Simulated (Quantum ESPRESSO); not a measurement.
Runs of Quantum ESPRESSO 7.5 on MgB2. The structure is hexagonal, space group P6/mmm (No. 191). The conventional cell has a = 3.085 Å, b = 3.085 Å, c = 3.523 Å, α = 90.00°, β = 90.00°, γ = 120.00°. Around Mg (site symmetry 6/mmm) lie 12 B at 2.51 Å. Around B (site symmetry -6m2) lie 3 B at 1.78 Å. 

| task | level | potentials or basis | cell | k mesh | cutoff (eV) | SCF threshold | form of the LDA correlation | symmetry | gap on the mesh (eV) | pressure (GPa) | V0 of scaled cells (Å³/atom) | B0 (GPa) |
| --- | --- | --- | --- | --- | --- | --- | --- | --- | --- | --- | --- | --- |
| equation of state | PBEsol | GBRV 1.5 PBEsol | as given | 10 × 10 × 8 | 612 | 6e-10 Ry | - | - | - | - | 9.50 | 155 |
| single point | PBEsol | GBRV 1.5 PBEsol | as given | 10 × 10 × 8 | 612 | 6e-10 Ry | - | - | none | -3.0 | - | - |
| equation of state | LDA | GBRV 1.5 LDA | as given | 10 × 10 × 8 | 612 | 6e-10 Ry | PZ81 | - | - | - | 9.23 | (b) |
| single point | PBEsol | GBRV 1.5 PBEsol | atoms moved at random, drawn with an rms of 0.05 Å | 10 × 10 × 8 | 612 | 6e-10 Ry | - | - | none | -2.7 | - | - |
| band structure | r2SCAN | SG15 PBE 1.2 | as given | 8 × 8 × 6 | 952 | 1e-08 Ry | - | off | none | (a) | - | - |

Alike in all rows: no spin polarisation; smearing fermi-dirac 0.05 eV.

Estimate the missing entries.

(a) -2.3; (b) 163.

Caveats: the cell was scaled at fixed shape and fractional positions, which overstates the stiffness of a crystal with free parameters, most of all of layers and chains (some runs); the potentials were made for another functional, which shifts forces and pressure (some runs).

A gap of «none» marks a metal or a gap under the smearing width.
